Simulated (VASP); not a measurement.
Write the native input for VASP 6.6.1 that does the following.

```yaml
Task: single point
Functional: PBEsol
Potentials_or_basis: VASP PAW PBE potentials, release 64 (Zn)
Cutoff: 520 eV
k_mesh: 20 × 20 × 20
Occupations: gaussian, width 0.15 eV
Spin: no spin polarisation
Dipole_correction: no
Further_INCAR_settings: ALGO = Fast; EDIFF = 1e-06; NBANDS = 12
```

The structure of Zn lies in POSCAR:

```
Zn
1.0
   -0.0196477600      1.9647760000      1.9647760000
    1.9451282400      0.0000000000      1.9451282400
    1.9647760000      1.9647760000     -0.0196477600
Zn
1
Direct
    0.0000000000      0.0000000000      0.0000000000
```

This isn't the form of Zn at room conditions, which is hcp.

The cell isn't the ideal one: strain -0.0200 x Voigt [0, 0, 0, 0, 1, 0], atoms carried along.

These files were run (other wordings do the same):

INCAR

```
ALGO = Fast
EDIFF = 1E-6
ENCUT = 520
GGA = PS
ISIF = 2
ISMEAR = 0
LASPH = True
LCHARG = True
LELF = True
LREAL = False
LVHAR = True
LWAVE = False
NBANDS = 12
NELM = 100
PREC = Accurate
SIGMA = 0.15
```

KPOINTS

```
k-points
0
Gamma
  20 20 20
```

Potentials or basis: VASP PAW PBE potentials, release 64 (Zn).

The run is started by

```console
$ cat potpaw_PBE.64/Zn/POTCAR > POTCAR
$ mpirun -np 1 vasp_std > vasp.out
```

It gave:

The pressure is -4.7 GPa. The band gap on the k mesh is none (metal or under the smearing width).

Caveat: the PAW data sets were made with another functional, which shifts forces and pressure a little.

It took 54 s on 1 thread of Intel(R) Xeon(R) 6975P-C (Granite Rapids), on a shared host, peak memory 0.3 GiB.
